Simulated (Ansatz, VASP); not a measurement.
## K: VASP beside Ansatz

```xyz
1
Lattice="0.0000 3.3919 3.3919 3.3919 0.0000 3.3919 3.3919 3.3919 0.0000" Properties=species:S:1:pos:R:3 pbc="T T T"
K     0.0000    0.0000    0.0000
```

This isn't the form of K at room conditions, which is bcc.

Alike in both runs: task single point; functional PBE; dispersion D3(BJ); k mesh 12 × 12 × 12; occupations gaussian, width 0.15 eV; no spin polarisation.

|  | VASP | Ansatz |
| --- | --- | --- |
| version | VASP 6.6.1 | Ansatz 0.2.0 |
| potentials or method | VASP PAW PBE potentials, release 64 (K_sv) | scalar-relativistic, plane waves, PAW |
| plane-wave cutoff (eV) | 520 | 420 |
| valence electrons in the cell | 9 | 9 |

|  | VASP | Ansatz | Ansatz less VASP |
| --- | --- | --- | --- |
| gap on the k mesh at the Fermi level (eV) | none | none | - |
| pressure (GPa) | -0.4 | -0.4 | +0.01 |

A gap of «none» marks a metal or a gap that the smearing closes.

Caveats: pairwise dispersion overbinds metals, which lowers pressure and volume.
